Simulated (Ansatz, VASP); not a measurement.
**One calculation of MgO, two programs**

The input INCAR:

```
PREC = Accurate
ENCUT = 520
EDIFF = 1E-7
ISMEAR = 0
SIGMA = 0.02
LREAL = F
LASPH = T
NELM = 100
ALGO = Normal
ISIF = 2
LWAVE = F
LCHARG = F
NBANDS = 11
```

KPOINTS

```
Automatic mesh
0
Gamma
  10 10 10
```

File POSCAR:

```
MgO
1.0
    2.5979000000      0.0000000000      0.0000000000
    0.0000000000      2.5979000000      0.0000000000
    0.0000000000      0.0000000000      2.5979000000
Mg O
1 1
Direct
    0.0000000000      0.0000000000      0.0000000000
    0.5000000000      0.5000000000      0.5000000000
```

Input for Ansatz:

```yaml
crystal:
  lattice:
    - [2.5979, 0.0, 0.0]
    - [0.0, 2.5979, 0.0]
    - [0.0, 0.0, 2.5979]
  atoms:
    - { symbol: Mg, position: [0.0, 0.0, 0.0] }
    - { symbol: O, position: [0.5, 0.5, 0.5] }
basis:
  ecutwfc: 420
kpoints:
  mp_grid: { grid: [10, 10, 10] }
hamiltonian:
  xc: lda
scf:
  occupations: { method: gaussian, width: 0.02 }
output:
  forces: true
  stress: true
  eigenvalues: true
  write_density: true
  write_potential: true
  elf: true
  volumetric_format: npy
```

Alike in both runs: task single point; functional LDA; k mesh 10 × 10 × 10; occupations gaussian, width 0.02 eV; no spin polarisation.

|  | VASP | Ansatz |
| --- | --- | --- |
| version | VASP 6.6.1 | Ansatz 0.2.0 |
| potentials or method | VASP PAW LDA potentials, release 64 (Mg, O) | scalar-relativistic, plane waves, PAW |
| plane-wave cutoff (eV) | 520 | 420 |
| valence electrons in the cell | 8 | 16 |

Ansatz gave:

```
gap on the k mesh at the Fermi level (eV) : 2.85
least direct gap on the mesh (eV)         : 3.91
pressure (GPa)                            : 0.1
```

Problem. Estimate VASP's values.

Solution. gap on the k mesh at the Fermi level (eV): 2.85; least direct gap on the mesh (eV): 3.92; pressure (GPa): -2.6.

The two sets of potentials don't hold the same shells in valence.

A k mesh can miss the band edges.
